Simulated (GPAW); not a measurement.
# ZnS (Wurtzite-2H): electron localisation function with r2SCAN

**Measured values to compare with.**

A printed reference work, monograph reports, for a bulk crystal of ZnS at 4 K: band gap 3.911 eV (direct).

ZnS (Wurtzite-2H):

```
CELL_PARAMETERS angstrom
3.81100 0.00000 0.00000
-1.90550 3.30042 0.00000
0.00000 0.00000 6.23400
ATOMIC_POSITIONS crystal
Zn 0.66667 0.33333 0.50000
Zn 0.33333 0.66667 0.00000
S 0.66667 0.33333 0.88500
S 0.33333 0.66667 0.38500
```

```yaml
Program: GPAW 26.7.0
Task: electron localisation function
Functional: r2SCAN
Potentials_or_basis: GPAW PAW data sets (gpaw-data 1.2.1)
Cutoff: 600 eV
Basis: pw
k_mesh: 8 × 8 × 5
Occupations: fermi-dirac, width 0.05 eV
Spin: no spin polarisation
Maxiter: 150
```

```yaml
Pressure: -0.4 GPa
Largest_force: 0.312 eV/Å
Band_gap_on_the_k_mesh: 2.82 eV, direct
```

Forces on the atoms (eV/Å):
```
Zn   0.000  0.000  0.312
Zn   0.000  0.000  0.312
S    0.000  0.000 -0.311
S    0.000  0.000 -0.311
```

Stress tensor (GPa, compression positive):
```
 0.25  0.00  0.00
 0.00  0.25  0.00
 0.00  0.00 -1.54
```

Levels at points of the mesh, in eV from the valence-band top:
```csv
k point,band 14,band 15,band 16,band 17,band 18,band 19,band 20,band 21,band 22,band 23
"(0.00, 0.00, 0.00)",-0.88,-0.88,-0.01,-0.01,0.00,2.82,3.50,6.75,6.75,7.07
"(0.50, 0.50, 0.00)",-4.27,-3.23,-2.32,-1.59,-1.01,3.99,4.78,5.52,7.57,7.99
```

Run time: 2 min on 1 thread of Intel(R) Xeon(R) 6975P-C (Granite Rapids) (shared host), peak memory 0.34 GiB.

Measured gap of ZnS: 3.911 eV (direct; 4 K; a printed reference work, monograph). This calculation gives 2.82 eV (-1.09 eV). The value is that of r2SCAN, without temperature or zero-point motion.

Caveat: the PAW data sets were made with another functional, which shifts forces and pressure a little.
